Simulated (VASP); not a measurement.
A run of VASP 6.6.1:

INCAR

```
SYSTEM = Zn3N2
ALGO = Normal ; EDIFF = 1E-7
EDIFFG = -0.005 ; ENCUT = 600
GGA = PS ; IBRION = 2
ISIF = 3 ; ISMEAR = 0
KPAR = 8 ; LASPH = .TRUE.
LCHARG = .FALSE. ; LREAL = Auto
LWAVE = .FALSE. ; NELM = 80
NSW = 90 ; PREC = Accurate
SIGMA = 0.03
```

Contents of KPOINTS:

```
k-points
0
G
  4 4 4
  0 0 0
```

The input POSCAR:

```
Zn3N2                                   
1.0
   -4.8501324203      4.8501324203      4.8501324203
    4.8501324203     -4.8501324203      4.8501324203
    4.8501324203      4.8501324203     -4.8501324203
  Zn              N             
    24    16
Direct
     0.2773197367803198    0.0262340501367003    0.0488714801954735
     0.7489143133563808    0.2226802632196803    0.2715517434151538
     0.0226374300587732    0.4737659498632997    0.7510856866436192
     0.4773625699412268    0.2284482565848462    0.4511285198045264
     0.4511285198045264    0.4773625699412268    0.2284482565848462
     0.0262340501367003    0.0488714801954735    0.2773197367803198
     0.2715517434151538    0.7489143133563808    0.2226802632196803
     0.4737659498632997    0.7510856866436192    0.0226374300587732
     0.7510856866436192    0.0226374300587732    0.4737659498632997
     0.2226802632196803    0.2715517434151538    0.7489143133563808
     0.0488714801954735    0.2773197367803198    0.0262340501367003
     0.2284482565848462    0.4511285198045264    0.4773625699412268
     0.5262340501367003    0.2489143133563805    0.9773625699412269
     0.7284482565848464    0.2510856866436195    0.7773197367803198
     0.9737659498632997    0.9511285198045265    0.7226802632196802
     0.5488714801954735    0.5226374300587731    0.7715517434151536
     0.5226374300587731    0.7715517434151536    0.5488714801954735
     0.9773625699412269    0.5262340501367003    0.2489143133563805
     0.2510856866436195    0.7773197367803198    0.7284482565848464
     0.7226802632196802    0.9737659498632996    0.9511285198045265
     0.2489143133563805    0.9773625699412269    0.5262340501367004
     0.7773197367803198    0.7284482565848464    0.2510856866436195
     0.9511285198045265    0.7226802632196802    0.9737659498632997
     0.7715517434151536    0.5488714801954735    0.5226374300587731
     0.7299985998777329    0.4799985998777329    0.2500000000000000
     0.7500000000000000    0.7700014001222671    0.0200014001222671
     0.0200014001222671    0.7500000000000000    0.7700014001222671
     0.2500000000000000    0.7299985998777329    0.4799985998777329
     0.4799985998777329    0.2500000000000000    0.7299985998777329
     0.7700014001222671    0.0200014001222671    0.7500000000000000
     0.2700014001222671    0.5200014001222671    0.7500000000000000
     0.2500000000000000    0.2299985998777329    0.9799985998777329
     0.9799985998777329    0.2500000000000000    0.2299985998777329
     0.7500000000000000    0.2700014001222671    0.5200014001222671
     0.5200014001222671    0.7500000000000000    0.2700014001222671
     0.2299985998777329    0.9799985998777329    0.2500000000000000
     0.5000000000000000    1.0000000000000000    1.0000000000000000
     1.0000000000000000    1.0000000000000000    0.5000000000000000
     1.0000000000000000    0.5000000000000000    0.0000000000000000
     0.5000000000000000    0.5000000000000000    0.5000000000000000
```

Potentials or basis: VASP PAW PBE potentials, release 64 (Zn, N).

Run with:

```console
$ cat potpaw_PBE.64/Zn/POTCAR potpaw_PBE.64/N/POTCAR > POTCAR
$ mpirun -np 8 vasp_std > vasp.out
```

Hardware: 8 MPI ranks on Intel(R) Xeon(R) 6975P-C (Granite Rapids) (shared host).

Q: Estimate the wall time of this run.

A: Wall time 12 min on 8 MPI ranks on Intel(R) Xeon(R) 6975P-C (Granite Rapids), with other jobs on the host, peak memory 1.2 GiB a rank. Counts: scf iterations 40, k points 8, ion steps 4.
